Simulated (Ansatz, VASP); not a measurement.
## Se in VASP and in Ansatz

The input POSCAR:

```
Se
1.0
    2.0235598152      1.1683028040      1.5771990321
   -2.0235598152      1.1683028040      1.5771990321
    0.0000000000     -2.3366056080      1.5771990321
Se
1
Direct
    0.0000000000      0.0000000000      0.0000000000
```

Contents of INCAR.step1:

```
SYSTEM = Se
PREC = Accurate ; ENCUT = 600
ISMEAR = 0 ; SIGMA = 0.1
LREAL = .False. ; LASPH = .True.
NELM = 100 ; GGA = PE
ALGO = Normal ; EDIFF = 1E-4
LWAVE = .True. ; LCHARG = .False.
```

File INCAR.step2:

```
SYSTEM = Se
PREC = Accurate ; ENCUT = 600
EDIFF = 1E-6 ; ISMEAR = 0
SIGMA = 0.1 ; LREAL = .False.
LASPH = .True. ; NELM = 100
ALGO = Normal ; ISIF = 3
LWAVE = .False. ; LCHARG = .False.
METAGGA = R2SCAN ; LMIXTAU = .True.
IBRION = 2 ; NSW = 100
EDIFFG = -0.005 ; ISTART = 1
```

File KPOINTS:

```
regular mesh
0
Gamma
  15 15 15
  0 0 0
```

Input for Ansatz:

```yaml
crystal:
  lattice:
    - [2.0235598152, 1.168302804, 1.5771990321]
    - [-2.0235598152, 1.168302804, 1.5771990321]
    - [0.0, -2.336605608, 1.5771990321]
  atoms:
    - { symbol: Se, position: [0.0, 0.0, 0.0] }
basis:
  ecutwfc: 500
kpoints:
  mp_grid: { grid: [15, 15, 15] }
hamiltonian:
  xc: r2scan
scf:
  occupations: { method: gaussian, width: 0.1 }
output:
  forces: true
  stress: true
  eigenvalues: true
relax:
  adjacent_minimum: "off"
  f_tol: 0.005
  max_steps: 80
  cell: { stress_tol: 0.05 }
```

This isn't the form of Se at room conditions, which is trigonal, of chains.

Alike in both runs: task relaxation of cell and atoms; functional r2SCAN; k mesh 15 × 15 × 15; occupations gaussian, width 0.1 eV; no spin polarisation.

|  | VASP | Ansatz |
| --- | --- | --- |
| version | VASP 6.6.1 | Ansatz 0.2.0 |
| potentials or method | VASP PAW PBE potentials, release 64 (Se) | scalar-relativistic, plane waves, PAW |
| plane-wave cutoff (eV) | 600 | 500 |
| valence electrons in the cell | 6 | 16 |

|  | VASP | Ansatz | Ansatz less VASP |
| --- | --- | --- | --- |
| gap on the k mesh at the Fermi level, each at its own relaxed structure (eV) | none | none | - |
| relaxed volume (Å³/atom) | 22.23 | 22.26 | +0.027 |
| relaxed cell length with the largest relative difference (Å) | 2.812 | 2.813 | +0.0011 |
| energy change over the relaxation (meV/atom) | -1 | -1 | +0.1 |

A gap of «none» marks a metal or a gap that the smearing closes. The two sets of potentials don't hold the same shells in valence.

Caveats: the PAW data sets were made with another functional, which shifts forces and pressure a little (VASP).
